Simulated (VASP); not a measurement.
A run of VASP 6.6.1 is set up as follows.

Contents of INCAR:

```
SYSTEM = CdS
ALGO = Normal
EDIFF = 1E-6
ENCUT = 500
GGA = PE
ISIF = 2
ISMEAR = 0
LASPH = .True.
LCHARG = .False.
LREAL = .False.
LWAVE = .False.
NELM = 80
PREC = Accurate
SIGMA = 0.02
```

The input KPOINTS:

```
k-points
0
Gamma
  4 4 4
  0 0 0
```

The input POSCAR:

```
CdS
1.0
    0.0000000000      2.7532440000      2.7532440000
    2.7532440000      0.0000000000      2.7532440000
    2.7532440000      2.7532440000      0.0000000000
Cd S
1 1
Direct
    0.0000000000      0.0000000000      0.0000000000
    0.5000000000      0.5000000000      0.5000000000
```

Potentials or basis: VASP PAW PBE potentials, release 64 (Cd_GW, S_GW).

Launch:

```bash
$ cat potpaw_PBE.64/Cd_GW/POTCAR potpaw_PBE.64/S_GW/POTCAR > POTCAR
$ mpirun -np 1 vasp_std > vasp.out
```

**Question.** Estimate the pressure.

**Answer.** -0.2 GPa.

**Question.** Predict the band gap on the k mesh.

**Answer.** 0.21 eV, indirect (least direct gap 1.52 eV).

Caveat: the k mesh is coarse (spacing up to 0.49 Å⁻¹), so the values aren't converged. A k mesh can miss the band edges.
